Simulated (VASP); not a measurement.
Crystal: Si.

```
CELL_PARAMETERS angstrom
0.00000 2.72185 2.72185
2.72185 0.00000 2.72185
2.72185 2.72185 0.00000
ATOMIC_POSITIONS crystal
Si 0.50000 0.50000 0.50000
Si 0.75000 0.75000 0.75000
```

Program: VASP 6.6.1. Alike in all runs: potentials or basis VASP PAW PBE potentials, release 64 (Si); no spin polarisation; cell as given; k mesh 8 × 8 × 8; cutoff (eV) 520. Hardware: 1 thread of Intel(R) Xeon(R) Platinum 8559C (Emerald Rapids) (shared host).

Task: Order these runs on this cell by their wall time, lowest first.
A. task band structure; level revTPSS; smearing fermi-dirac 0.05 eV
B. task single point; level PBE; smearing gaussian 0.016 eV
C. task band structure; level MS2; smearing fermi-dirac 0.05 eV

Result: B (7.6 s), C (77 s), A (160 s).
